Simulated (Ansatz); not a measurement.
Runs of Ansatz 0.2.0 on Si2Ni. Symmetry: Fm-3m, No. 225, cubic system. Conventional cell: a = 5.406 Å, b = 5.406 Å, c = 5.406 Å, α = 90.00°, β = 90.00°, γ = 90.00°. Ni (site symmetry m-3m) has 8 Si at 2.34 Å as nearest neighbours. Around Si (site symmetry -43m) lie 4 Ni at 2.34 Å. 

| task | level | potentials or basis | U | cell | k mesh | cutoff (eV) | smearing | double counting | method | hubbard projectors | other keys | gap on the mesh (eV) | pressure (GPa) | moment (μB) |
| --- | --- | --- | --- | --- | --- | --- | --- | --- | --- | --- | --- | --- | --- | --- |
| phonons | r2SCAN+U | Ansatz PAW earlier set | Ni d U = 5.3 eV | as given | 6 × 6 × 6 | 1080 | fermi-dirac 0.1 eV | amf | fd | ortho-atomic (the default) | - | none | - | 0.00 |
| density of states | LDA+U | Ansatz PAW | Ni d U = 8.0 eV | as given | 9 × 9 × 9 | 420 | gaussian 0.025 eV | fll | - | all-electron-atomic | basis.xc_grid = 2; scf.mixing.preconditioner = kerker | none | -6.6 | 0.00 |
| relaxation of cell and atoms | r2SCAN+rVV10+U | Ansatz PAW | Ni d U = 6 eV | relaxed from: volume scaled by 0.92 | 9 × 9 × 9 | 500 | gaussian 0.02 eV | fll (the default) | - | atomic | - | none | 0.0 | 0.00 |
| single point | r2SCAN+D4+U | Ansatz PAW | Ni d U = 6.0 eV | as given | 9 × 9 × 9 | 500 | gaussian 0.1 eV | fll (the default) | - | ortho-atomic (the default) | basis.ecutrho_ratio = 9 | none | (a) | 0.00 |

Alike in all rows: spin collinear, ferromagnetic start.

Q: Estimate the missing entries.

A: (a) -3.3.

Caveats: the magnetic or orbital state may not be the lowest; the PAW data sets come from PBE, with cores solved anew for the run's functional, which leaves a small shift of forces and pressure; the U is typed as a test and isn't derived for this compound; the starting moments weren't kept (some runs); pairwise dispersion overbinds metals, which lowers pressure and volume (some runs); the plane-wave basis is chosen anew once the cell has moved, so the energies of steps on either side of that aren't comparable (some runs).

A gap of «none» marks a metal or a gap under the smearing width.
